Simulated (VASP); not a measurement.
H3C2N: single point with PBE+D3(BJ)

Crystal: H3C2N.

```xyz
36
Lattice="8.3117 0.0000 0.0000 0.0000 8.3117 0.0000 0.0000 0.0000 8.3117" Properties=species:S:1:pos:R:3 pbc="T T T"
C     7.8630    6.3258    3.4986
C     7.5639    6.2417    4.8897
C     4.8607    4.5233   -0.6065
C     3.4825    4.6912   -0.9982
C     5.1511    0.6899    3.3074
C     4.8033    1.2862    4.5882
C     2.0160    3.6513    3.6409
C     3.3568    4.1401    3.2436
C     1.9822    7.9824    7.6180
C     2.1040    7.7221    9.0436
C     7.9279    2.9490    7.1648
C     7.9675    2.6902    8.6079
N     7.2377    6.2254    6.0067
N     2.3660    4.7443   -1.3958
N     4.5621    1.4487    5.7255
N     4.4550    4.3903    3.0153
N     2.1498    7.5182   10.1774
N     8.0928    2.5007    9.7622
H     7.4981    7.2406    3.0325
H     8.8693    6.0807    3.1181
H     7.2189    5.5393    3.0808
H     5.4863    5.0623   -1.3184
H     5.0832    5.0177    0.3845
H     5.0972    3.4316   -0.5880
H     4.2837    0.5912    2.6642
H     5.8458    1.3222    2.7388
H     5.5369   -0.3225    3.5531
H     1.2807    3.7502    2.8395
H     2.1317    2.5473    3.8661
H     1.6801    4.1366    4.5862
H     1.0369    8.3903    7.2873
H     2.7528    8.6317    7.2583
H     1.9488    7.0524    6.9823
H     8.0317    4.0191    6.9538
H     8.6979    2.4950    6.5494
H     6.9041    2.6307    6.8286
```

The cell was built by a generator and needn't be a form met in nature.

* Program: VASP 6.6.1
* Task: single point
* Functional: PBE
* Dispersion: D3(BJ)
* Potentials or basis: VASP PAW PBE potentials, release 64 (C, N, H)
* Cutoff: 520 eV
* k mesh: 1 × 1 × 1
* Occupations: fermi-dirac, width 0.05 eV
* Spin: no spin polarisation
* Dipole correction: no
* Further INCAR settings: LREAL = Auto; ALGO = Normal; EDIFF = 1e-07; NBANDS = 72

| Quantity | Value |
| --- | --- |
| Pressure | -0.7 GPa |
| Largest force | 2.891 eV/Å |
| Band gap on the k mesh | 6.19 eV, direct |
| Dispersion energy per atom | -0.039 eV |

Forces on the atoms (eV/Å):
```
C   -0.440 -1.017 -1.197
C    0.400  0.567  0.455
C    0.194  0.172  0.937
C   -2.201 -0.190 -0.820
C    0.189  0.252  0.135
C   -0.138 -0.687  1.002
C    0.848 -0.594  0.494
C   -2.586 -0.931  0.897
C   -0.415 -1.337 -0.678
C   -0.581  0.290 -2.053
C   -1.532  0.133  0.277
C    1.024 -0.083  0.405
N   -0.014 -0.116  0.265
N    2.086 -0.009  0.791
N    0.095  0.443 -0.814
N    1.864  0.645 -0.559
N    0.264 -0.266  1.494
N   -0.437  0.137 -1.124
H    0.209  0.400  0.129
H   -0.005  0.394  0.656
H   -0.164 -0.199 -0.368
H    0.300 -0.087 -0.359
H   -0.389 -0.671 -0.579
H   -0.095  0.687  0.060
H   -0.563 -0.201 -0.064
H    0.365 -0.158  0.200
H   -0.012  0.432 -0.367
H   -0.050  0.044 -0.072
H   -0.150  0.888 -0.231
H    0.233 -0.067 -0.497
H   -0.689  0.640  0.598
H    0.830  0.494 -0.251
H    0.612  0.288  0.861
H   -0.128  0.208  0.266
H    0.298 -0.609  0.248
H    0.780  0.110 -0.136
```

Stress tensor (GPa, compression positive):
```
-0.12 -0.28 -0.36
-0.28 -0.71 -0.07
-0.36 -0.07 -1.19
```

Levels at points of the mesh, in eV from the valence-band top:
| k point | band 46 | band 47 | band 48 | band 49 | band 50 | band 51 |
| --- | --- | --- | --- | --- | --- | --- |
| (0.00, 0.00, 0.00) | -0.16 | -0.05 | 0.00 | 6.19 | 6.73 | 6.83 |

Run time: 72 s on 1 thread of Intel(R) Xeon(R) Platinum 8559C (Emerald Rapids), with other jobs on the host, peak memory 0.54 GiB.

Caveat: the standard files for N, O and F lose accuracy on very short bonds. Expect the measured gap to be larger: semilocal functionals such as PBE lack the derivative discontinuity.
